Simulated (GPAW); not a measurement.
Wanted: an ASE script for a GPAW 26.7.0 run.

| Property | Result |
| --- | --- |
| Task | single point |
| Functional | PBE |
| Potentials or basis | GPAW PAW data sets (gpaw-data 1.2.1) |
| Cutoff | 600 eV |
| Basis | pw |
| k mesh | 8 × 9 × 8 |
| Occupations | fermi-dirac, width 0.05 eV |
| Spin | no spin polarisation |
| Maxiter | 150 |

Crystal: Si.

```
Si
1.0
     0.14631    2.73498    3.43046
     2.83989    0.34410    3.23268
     2.96361    2.66093    0.22037
Si
2
Direct
  0.47221 0.57440 0.47650
  0.77779 0.67560 0.77350
```

The cell isn't the ideal one: all atoms moved at random, sigma 0.15 Å a component, cell strained at random, sigma 0.1.

One way to write it, as run:

run.py

```python
from ase import Atoms
from ase.dft.bandgap import bandgap
from ase.io import write
from ase.units import Bohr, GPa
from gpaw import GPAW, PW
from gpaw.elf import elf_from_dft_calculation

atoms = Atoms(['Si', 'Si'],
              cell=[[0.14631427, 2.73498447, 3.43045968],
                    [2.83988508, 0.3440988, 3.23267515],
                    [2.96361326, 2.66092812, 0.22037062]],
              scaled_positions=[[0.4722123, 0.57439905, 0.47649589],
                                [0.7777877, 0.67560095, 0.77350411]],
              pbc=True)

calc = GPAW(mode=PW(600),
            xc='PBE',
            kpts={'size': (8, 9, 8), 'gamma': True},
            occupations={'name': 'fermi-dirac', 'width': 0.05},
            nbands=11,
            convergence={'density': 1e-05, 'energy': 1e-05},
            maxiter=150,
            txt='gpaw.txt')
atoms.calc = calc
energy = atoms.get_potential_energy()
forces = atoms.get_forces()
stress = atoms.get_stress()
calc.write('gs.gpw')
write('result.traj', atoms)
print(f'Energy: {energy:.6f} eV')
print('Forces (eV/A):')
print(forces.round(4))
print('Stress (GPa):', (stress / GPa).round(3))
print('Fermi level:', round(calc.get_fermi_level(), 4), 'eV')
print(f'Gap: {bandgap(calc)[0]:.4f} eV, direct: {bandgap(calc, direct=True)[0]:.4f} eV')

# fields on the real-space grid
write('density.cube', atoms, data=calc.get_pseudo_density() * Bohr**3)
write('potential.cube', atoms, data=calc.get_electrostatic_potential())
write('elf.cube', atoms, data=elf_from_dft_calculation(calc).data)
```

Potentials or basis: GPAW PAW data sets (gpaw-data 1.2.1), pw.

Command:

```sh
$ OMP_NUM_THREADS=1 python run.py
```

It gave:

```
Pressure               : -8.3 GPa
Largest force          : 1.162 eV/Å
Band gap on the k mesh : none (metal or under the smearing width)
```

Caveat: forces of over 1 eV/Å show positions far from the minimum, so gaps and moduli don't describe the material at rest.

Wall time 110 s on 1 thread of Intel(R) Xeon(R) Platinum 8259CL CPU @ 2.50GHz (Skylake/Cascade Lake), with other jobs on the host, peak memory 0.29 GiB.
